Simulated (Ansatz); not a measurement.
## GaP: band structure with PBEsol

**Measured values to compare with.**

“Stacking defects in GaP nanowires: Electronic structure and optical properties”, 2018, arxiv:1810.01194 quotes, for a bulk crystal of GaP at 10 K: band gap 2.34 eV (indirect).

The system is GaP.

```
Ga P
1.0
     0.00000    2.72525    2.72525
     2.72525    0.00000    2.72525
     2.72525    2.72525    0.00000
Ga P
1 1
Direct
  0.00000 0.00000 0.00000
  0.75000 0.75000 0.75000
```

| Quantity | Value |
| --- | --- |
| Program | Ansatz 0.2.0 |
| Task | band structure |
| Functional | PBEsol |
| Potentials or basis | all-electron PAW datasets made for the crystal |
| Cutoff | 240 eV (chosen from the basis error) |
| k mesh | 8 × 8 × 8 |
| Occupations | fermi-dirac, width 0.05 eV |
| Spin | no spin polarisation |

```yaml
Pressure: -0.6 GPa
Band_gap_on_the_k_mesh: 1.52 eV, indirect (least direct gap 1.75 eV)
Band_gap_along_the_path: 1.47 eV, indirect (least direct gap 1.75 eV)
```

Levels at the corners of the path, in eV from the valence-band top:
```tsv
point	band 7	band 8	band 9	band 10	band 11	band 12
Γ	0.00	0.00	0.00	1.75	3.82	3.82
X	-6.80	-2.71	-2.71	1.52	1.72	10.53
W	-6.59	-3.63	-3.47	4.60	4.83	6.01
K	-6.59	-3.99	-2.28	2.07	4.72	8.16
Γ	0.00	0.00	0.00	1.75	3.82	3.82
L	-6.69	-1.13	-1.13	1.58	4.64	4.64
U	-6.59	-3.99	-2.28	2.07	4.72	8.16
W	-6.59	-3.63	-3.47	4.60	4.83	6.01
```

It took 11 s on 1 thread of Arm Neoverse V1 (shared host), peak memory 0.38 GiB.

A measured gap of GaP is 2.34 eV (indirect; 10 K; quoted in “Stacking defects in GaP nanowires: Electronic structure and optical properties”, 2018, arxiv:1810.01194); the calculated 1.47 eV misses it by -0.87 eV. Spin-orbit coupling on Ga is left out. The value is that of PBEsol, without temperature or zero-point motion. Semilocal functionals fall short of measured gaps as a rule.
